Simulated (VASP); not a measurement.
Write the native input for VASP 6.6.1 that does the following.

```
Task                   : relaxation of cell and atoms
Functional             : PBEsol
Potentials or basis    : VASP PAW PBE potentials, release 64 (In_d, P)
Cutoff                 : 600 eV
k mesh                 : 8 × 8 × 8
Occupations            : gaussian, width 0.03 eV
Spin                   : no spin polarisation
Further INCAR settings : ALGO = Normal; EDIFF = 1e-06; IBRION = 2; EDIFFG = -0.01; NSW = 90; ISIF = 3
```

The structure of InP lies in POSCAR:

```
InP
1.0
    0.0000000000      2.9305000000      2.9305000000
    2.9305000000      0.0000000000      2.9305000000
    2.9305000000      2.9305000000      0.0000000000
In P
1 1
Direct
    0.0000000000      0.0000000000      0.0000000000
    0.2500000000      0.2500000000      0.2500000000
```

The input as run:

INCAR

```
SYSTEM = InP
PREC = Accurate ; ENCUT = 600
EDIFF = 1E-6 ; ISMEAR = 0
SIGMA = 0.03 ; LREAL = .False.
LASPH = .True. ; NELM = 80
ALGO = Normal ; ISIF = 3
LWAVE = .False. ; LCHARG = .False.
GGA = PS ; IBRION = 2
NSW = 90 ; EDIFFG = -0.01
KPAR = 4
```

KPOINTS

```
Automatic mesh
0
Gamma
  8 8 8
  0 0 0
```

Potentials or basis: VASP PAW PBE potentials, release 64 (In_d, P).

Command:

```sh
$ cat potpaw_PBE.64/In_d/POTCAR potpaw_PBE.64/P/POTCAR > POTCAR
$ mpirun -np 4 vasp_std > vasp.out
```

Results of the run:

The relaxed volume is 25.39 Å³/atom, the relaxed cell is a = 4.157 Å, b = 4.157 Å, c = 4.157 Å, α = 60.00°, β = 60.00°, γ = 60.00° and the space group after relaxing (to 0.05 Å) is F-43m (No. 216). The energy gained by relaxing is 0.4 meV/atom and the ionic steps are 3. The pressure after relaxing is 0.0 GPa. The band gap on the k mesh is 0.57 eV, direct.

Caveat: the PAW data sets were made with another functional, which shifts forces and pressure a little; spin-orbit coupling is left out, which moves the levels of the heavy elements.

Run time: 36 s on 4 MPI ranks on Intel(R) Xeon(R) Platinum 8375C CPU @ 2.90GHz (Ice Lake), with other jobs on the host, peak memory 0.21 GiB a rank.
